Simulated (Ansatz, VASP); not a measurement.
One calculation of Rb, two programs

The input INCAR:

```
SYSTEM = Rb
  PREC = Accurate
  ENCUT = 520
  EDIFF = 1E-6
  ISMEAR = -1
  SIGMA = 0.1
  LREAL = .FALSE.
  LASPH = .TRUE.
  NELM = 80
  ALGO = Normal
  ISIF = 2
  LWAVE = .FALSE.
  LCHARG = .FALSE.
  GGA = RE
  NBANDS = 10
```

File KPOINTS:

```
Automatic mesh
0
G
  8 8 8
  0 0 0
```

The input POSCAR:

```
Rb
1.0
    4.8828479089      0.0000000000      0.0000000000
    0.0000000000      4.8828479089      0.0000000000
    0.0000000000      0.0000000000      4.8828479089
Rb
1
Direct
    0.0000000000      0.0000000000      0.0000000000
```

Input for Ansatz:

```yaml
crystal:
  lattice:
    - [4.8828479089, 0.0, 0.0]
    - [0.0, 4.8828479089, 0.0]
    - [0.0, 0.0, 4.8828479089]
  atoms:
    - { symbol: Rb, position: [0.0, 0.0, 0.0] }
hamiltonian:
  xc: revpbe
  pseudopotentials:
    kind: paw
    azcp:
      Rb: "pseudopotentials/Rb.paw.azcp"
basis:
  ecutwfc: 420
  fft_grid_basis: typed
kpoints:
  mp_grid: { grid: [8, 8, 8], shift: [0, 0, 0] }
magnetization:
  spin_polarized: false
scf:
  occupations: { method: fermi_dirac, width: 0.1 }
  lower_state_search: "off"
output:
  stress: true
```

Alike in both runs: task single point; functional revPBE; k mesh 8 × 8 × 8; occupations fermi-dirac, width 0.1 eV; no spin polarisation.

|  | VASP | Ansatz |
| --- | --- | --- |
| version | VASP 6.6.1 | Ansatz 0.2.0 |
| potentials or method | VASP PAW PBE potentials, release 64 (Rb_sv) | plane waves (420 eV) with PAW, scalar-relativistic |
| plane-wave cutoff (eV) | 520 | 420 |
| valence electrons in the cell | 9 | 9 |

|  | VASP | Ansatz | Ansatz less VASP |
| --- | --- | --- | --- |
| pressure (GPa) | -0.1 | -0.1 | 0.00 |

Caveats: the PAW data sets were made with another functional, which shifts forces and pressure a little (VASP).
